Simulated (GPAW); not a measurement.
The system is PtSe2 (Sudovikovite).

```
Pt Se
1.0
     3.72400    0.00000    0.00000
    -1.86200    3.22508    0.00000
     0.00000    0.00000    5.06200
Pt Se
1 2
Direct
  0.00000 0.00000 0.00000
  0.66667 0.33333 0.75000
  0.33333 0.66667 0.25000
```

| Property | Result |
| --- | --- |
| Program | GPAW 26.7.0 |
| Task | relaxation of cell and atoms |
| Functional | r2SCAN |
| Dispersion | D3(BJ) |
| Potentials or basis | GPAW PAW data sets (gpaw-data 1.2.1) |
| Cutoff | 600 eV |
| Basis | pw |
| k mesh | 6 × 6 × 4 |
| Occupations | fermi-dirac, width 0.05 eV |
| Spin | no spin polarisation |

At the start: pressure 3.0 GPa; volume 20.27 Å³/atom.

Q: Where does the relaxation end?

A: Over 13 steps the energy falls by 5.6 meV/atom and the volume is 20.88 Å³/atom (+3.1 %); space group P-3m1 (No. 164, to 0.05 Å).

Step by step:
```csv
step,energy change (eV),largest force (eV/Å),pressure (GPa),volume (Å³)
1,0.0000,0.3675,3.04,60.80
2,-0.0083,0.2313,1.95,61.13
3,-0.0142,0.0019,0.11,61.74
4,-0.0142,0.0116,0.04,61.77
5,-0.0145,0.0365,-0.12,61.87
6,-0.0150,0.0607,-0.23,62.01
7,-0.0159,0.0747,-0.22,62.19
8,-0.0165,0.0605,-0.05,62.32
9,-0.0168,0.0345,0.14,62.35
10,-0.0170,0.0148,0.22,62.37
11,-0.0172,0.0040,0.24,62.43
12,-0.0174,0.0131,0.17,62.55
13,-0.0168,0.0078,0.05,62.65
```

Final structure:
```cif
data_structure
_symmetry_space_group_name_H-M 'P 1'
_symmetry_Int_Tables_number 1
_cell_length_a 3.7310
_cell_length_b 3.7310
_cell_length_c 5.1970
_cell_angle_alpha 90.000
_cell_angle_beta 90.000
_cell_angle_gamma 120.000
_cell_volume 62.65
loop_
_atom_site_label
_atom_site_type_symbol
_atom_site_fract_x
_atom_site_fract_y
_atom_site_fract_z
_atom_site_occupancy
Pt1 Pt 0.00000 0.00000 0.00000 1
Se1 Se 0.66667 0.33333 0.75087 1
Se2 Se 0.33333 0.66667 0.24913 1
```

Caveat: later steps reuse the first step's grids; the PAW data sets were made with another functional, which shifts forces and pressure a little; pairwise dispersion overbinds metals, which lowers pressure and volume.
